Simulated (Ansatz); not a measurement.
Input and command of a plane-wave DFT calculation in Ansatz:

```yaml
crystal:
  lattice:
    - [-4.3284802126, -4.3284802126, 0.0]
    - [-4.3284802126, 0.0, -4.3284802126]
    - [0.0, -4.3284802126, -4.3284802126]
  atoms:
    - { symbol: Be, position: [0.375, 0.375, 0.375] }
    - { symbol: Be, position: [0.875, 0.375, 0.375] }
    - { symbol: Be, position: [0.375, 0.875, 0.375] }
    - { symbol: Be, position: [0.875, 0.875, 0.375] }
    - { symbol: Be, position: [0.375, 0.375, 0.875] }
    - { symbol: Be, position: [0.875, 0.375, 0.875] }
    - { symbol: Be, position: [0.375, 0.875, 0.875] }
    - { symbol: Be, position: [0.875, 0.875, 0.875] }
    - { symbol: Be, position: [0.125, 0.125, 0.125] }
    - { symbol: Be, position: [0.625, 0.125, 0.125] }
    - { symbol: Be, position: [0.125, 0.625, 0.125] }
    - { symbol: Be, position: [0.625, 0.625, 0.125] }
    - { symbol: Be, position: [0.125, 0.125, 0.625] }
    - { symbol: Be, position: [0.625, 0.125, 0.625] }
    - { symbol: Be, position: [0.125, 0.625, 0.625] }
    - { symbol: Be, position: [0.625, 0.625, 0.625] }
    - { symbol: C, position: [0.0, 0.0, 0.5] }
    - { symbol: C, position: [0.0, 0.5, 0.5] }
    - { symbol: C, position: [0.5, 0.5, 0.5] }
    - { symbol: C, position: [0.0, 0.0, 1.0] }
    - { symbol: C, position: [0.5, 0.0, 1.0] }
    - { symbol: C, position: [0.0, 0.5, 1.0] }
    - { symbol: C, position: [0.5, 0.5, 1.0] }
total_charge: 4
basis:
  ecutwfc: 420
kpoints:
  mp_grid: { grid: [4, 4, 4] }
hamiltonian:
  xc: pbe
scf:
  occupations: { method: gaussian, width: 0.05 }
output:
  forces: true
  stress: true
  eigenvalues: true
  write_density: true
  write_potential: true
  elf: true
  volumetric_format: npy
relax:
  adjacent_minimum: "off"
  f_tol: 0.02
  max_steps: 50
```

```bash
ansatz run input.yaml --threads 4 --pin off --max-ram 9216MiB --backend cpu --events-out ev --progress --plain --runs-dir out
```

Processor: Arm Neoverse V1, 4 threads, on a host shared with other jobs.

Task: Estimate time, memory and problem size.

Result: About 13 s on 4 threads of Arm Neoverse V1, with other jobs on the host, peak memory 0.59 GiB. It solves 51 bands at 8 k points (the mesh reduced by the symmetry that the task leaves, which can be less than the crystal's) with about 3143 plane waves, in 46 SCF iterations over 8 ionic steps.
